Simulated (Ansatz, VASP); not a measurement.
## Ti in VASP and in Ansatz

File INCAR:

```
SYSTEM = Ti
PREC     = Accurate       ! precision mode
ENCUT    = 520            ! plane-wave cutoff, eV
EDIFF    = 1E-6           ! SCF threshold, eV
ISMEAR   = 0              ! smearing method
SIGMA    = 0.1            ! smearing width, eV
LREAL    = .False.        ! projectors in reciprocal space
LASPH    = .True.         ! aspherical terms in the spheres
NELM     = 100            ! most SCF steps
ALGO     = Normal         ! electronic algorithm
ISIF     = 2              ! what is computed and relaxed
LWAVE    = .False.        ! write WAVECAR
LCHARG   = .False.        ! write CHGCAR
LDIPOL   = .True.       
IDIPOL   = 3            
DIPOL    = 0.5 0.5 0.500
GGA      = PE             ! functional
NBANDS   = 25             ! bands
```

The input KPOINTS:

```
Automatic mesh
0
Gamma
  12 12 1
  0 0 0
```

POSCAR

```
Ti
1.0
    2.9385821062      0.0000000000      0.0000000000
   -1.4692910531      2.5448867551      0.0000000000
    0.0000000000      0.0000000000     19.6504271808
Ti
3
Direct
    0.3333333333      0.6666666667      0.3816710920
    0.6666666667      0.3333333333      0.5000000000
    0.3333333333      0.6666666667      0.6183289080
```

Input for Ansatz:

```yaml
crystal:
  lattice:
    - [2.9385821062, 0.0, 0.0]
    - [-1.4692910531, 2.5448867551, 0.0]
    - [0.0, 0.0, 19.6504271808]
  atoms:
    - { symbol: Ti, position: [0.3333333333, 0.6666666667, 0.381671092] }
    - { symbol: Ti, position: [0.6666666667, 0.3333333333, 0.5] }
    - { symbol: Ti, position: [0.3333333333, 0.6666666667, 0.618328908] }
basis:
  ecutwfc: 420
kpoints:
  mp_grid: { grid: [12, 12, 1] }
hamiltonian:
  xc: pbe
scf:
  occupations: { method: gaussian, width: 0.1 }
output:
  forces: true
  stress: true
  eigenvalues: true
  write_density: true
  write_potential: true
  elf: true
  volumetric_format: npy
efield:
  axis: 3
  dipole_correction: true
```

Alike in both runs: task single point; functional PBE; k mesh 12 × 12 × 1; occupations gaussian, width 0.1 eV; no spin polarisation.

```csv
,VASP,Ansatz
version,VASP 6.6.1,Ansatz 0.2.0
potentials or method,"VASP PAW PBE potentials, release 64 (Ti_sv)","scalar-relativistic, plane waves, PAW"
plane-wave cutoff (eV),520,420
valence electrons in the cell,36,36
```

VASP gave:

| Quantity | Value |
| --- | --- |
| gap on the k mesh at the Fermi level (eV) | none |
| rms of the force components (eV/Å) | 0.181 |

**Question.** Estimate Ansatz's values.

**Answer.** gap on the k mesh at the Fermi level (eV): none; rms of the force components (eV/Å): 0.175.

Atom by atom the forces differ by 0.005 eV/Å (rms over components). A gap of «none» marks a metal or a gap that the smearing closes. Ansatz warned: «xc_potential_rough_in_thin_density».
